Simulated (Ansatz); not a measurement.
Write the native input for Ansatz 0.2.0 that does the following.

```yaml
Task: relaxation of cell and atoms
Functional: LDA
Potentials_or_basis: all-electron LAPW, scalar-relativistic
Basis_error_allowed: 0.002 eV/atom
k_mesh: 7 × 7 × 7
Occupations: fermi-dirac, width 0.05 eV
Spin: no spin polarisation
```

Crystal: WS2.

```
CELL_PARAMETERS angstrom
-2.18592 2.18592 3.19240
2.18592 -2.18592 3.19240
2.18592 2.18592 -3.19240
ATOMIC_POSITIONS crystal
W 0.00000 0.00000 0.00000
S 0.75000 0.25000 0.50000
S 0.50000 0.50000 0.00000
```

The cell was built by a generator and needn't be a form met in nature.

These files were run (other wordings do the same):

input.yaml

```yaml
crystal:
  lattice:
    - [-2.18592049, 2.18592049, 3.19239876]
    - [2.18592049, -2.18592049, 3.19239876]
    - [2.18592049, 2.18592049, -3.19239876]
  atoms:
    - { symbol: W, position: [0.0, 0.0, 0.0] }
    - { symbol: S, position: [0.75, 0.25, 0.5] }
    - { symbol: S, position: [0.5, 0.5, 0.0] }
kpoints:
  mp_grid: { grid: [7, 7, 7] }
scf:
  occupations: { method: fermi_dirac, width: 0.05 }
hamiltonian:
  xc: lda
  pseudopotentials: { kind: all_electron, lapw: { basis_error: 0.002 } }
output:
  forces: true
  stress: true
relax:
  f_tol: 0.005
  max_steps: 60
  cell: {}
```

Potentials or basis: all-electron LAPW, scalar-relativistic.

Run with:

```bash
$ ansatz run input.yaml --threads 2 --pin off --max-ram 6144MiB --backend cpu --events-out ev --progress --plain --runs-dir out
```

Results of the run:

The relaxed volume is 15.80 Å³/atom, the relaxed cell is a = 4.740 Å, b = 4.740 Å, c = 4.740 Å, α = 137.86°, β = 137.86°, γ = 61.12° and the space group after relaxing (to 0.05 Å) is I-4m2 (No. 119). The energy gained by relaxing is 918.8 meV/atom. The ionic steps are 16. The pressure after relaxing is 0.0 GPa and the band gap on the k mesh is none (metal or under the smearing width).

Caveat: the k mesh is thin for a metal, which can move the energy by tens of meV per atom; the volume moved by over 15 % at a fixed basis, so the end points are rough.

Wall time 5.8 min on 2 threads of Arm Neoverse N1 (shared host), peak memory 0.39 GiB.
